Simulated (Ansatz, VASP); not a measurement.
MnS in VASP and in Ansatz

The input INCAR:

```
  PREC = Accurate
  ENCUT = 520
  EDIFF = 1E-6
  ISMEAR = -1
  SIGMA = 0.05
  LREAL = F
  LASPH = T
  NELM = 150
  ALGO = Normal
  ISIF = 2
  LWAVE = F
  LCHARG = F
  ISPIN = 2
  MAGMOM = 4 0
  LORBIT = 11
  LMAXMIX = 4
  GGA = PE
  NBANDS = 20
```

KPOINTS

```
regular mesh
0
Gamma
  10 10 10
```

The input POSCAR:

```
MnS
1.0
    0.0000000000      2.7525332030      2.7525332030
    2.7525332030      0.0000000000      2.7525332030
    2.7525332030      2.7525332030      0.0000000000
Mn S
1 1
Direct
    0.0000000000      0.0000000000      0.0000000000
    0.7500000000      0.7500000000      0.7500000000
```

Input for Ansatz:

```yaml
crystal:
  lattice:
    - [0.0, 2.752533203, 2.752533203]
    - [2.752533203, 0.0, 2.752533203]
    - [2.752533203, 2.752533203, 0.0]
  atoms:
    - { symbol: Mn, position: [0.0, 0.0, 0.0], spin: 4.0 }
    - { symbol: S, position: [0.75, 0.75, 0.75] }
magnetization:
  spin_polarized: true
kpoints:
  mp_grid: { grid: [10, 10, 10] }
scf:
  occupations: { method: fermi_dirac, width: 0.05 }
hamiltonian:
  xc: pbe
  pseudopotentials: { kind: all_electron, lapw: { basis_error: 0.0005 } }
output:
  forces: true
  stress: true
  eigenvalues: true
```

Change from the starting cell: volume scaled by 0.95.

Alike in both runs: task single point; functional PBE; k mesh 10 × 10 × 10; occupations fermi-dirac, width 0.05 eV; collinear spin.

```csv
,VASP,Ansatz
version,VASP 6.6.1,Ansatz 0.2.0
potentials or method,"VASP PAW PBE potentials, release 64 (Mn_pv, S)","all-electron LAPW, scalar-relativistic"
plane-wave cutoff (eV),520,see its input
```

Ansatz gave:

| Property | Result |
| --- | --- |
| pressure (GPa) | 3.2 |
| net moment per atom (μB) | 2.38 |
| size of the moment on the site where the two differ most (μB) | 4.31 |

Task: Which values does VASP return?

Result: Pressure (GPa): 3.2; net moment per atom (μB): 2.38; size of the moment on the site where the two differ most (μB): 4.21.

Site moments also hang on the region over which each program counts them. Ansatz ran all-electron here, so the differences hold the error of VASP's frozen core and of both bases.

Caveats: a cell with one magnetic atom can't hold antiferromagnetic order, which such compounds often take; semilocal functionals often make such compounds metallic where correlation or magnetic order opens a gap, which also shifts bond lengths.
